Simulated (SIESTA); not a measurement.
Hf:

```
Hf
1.0
     3.19670    0.00000    0.00000
    -1.59835    2.76842    0.00000
     0.00000    0.00000    5.05780
Hf
2
Direct
  0.66667 0.33333 0.75000
  0.33333 0.66667 0.25000
```

Program: SIESTA 5.4.2. Alike in all runs: task band structure; cell as given; smearing fermi-dirac 0.05 eV; grid cutoff 800 Ry; energy shift 0.003 Ry.

Problem. Order these runs on this cell by their pressure, lowest first.
A. level PBE; potentials or basis PseudoDojo 0.4 standard (PBE files), DZP (energy shift 0.003 Ry; two zetas on semicore shells); spin off; k mesh 10 × 10 × 5
B. level PBEsol; potentials or basis PseudoDojo 0.4 standard (PBEsol files, fully relativistic), DZP (energy shift 0.003 Ry; two zetas on semicore shells); spin non-collinear, zero start, SOC; k mesh 8 × 8 × 4
C. level PBEsol; potentials or basis PseudoDojo 0.4 standard (PBEsol files), DZP (energy shift 0.003 Ry; two zetas on semicore shells); spin off; k mesh 8 × 8 × 4

Solution. B (-6.6 GPa), C (-3.6 GPa), A (1.1 GPa).

Caveats: short orbitals over semicore shells can move pressures by several GPa; the basis of atomic orbitals isn't converged, which shifts pressures, moduli and gaps.
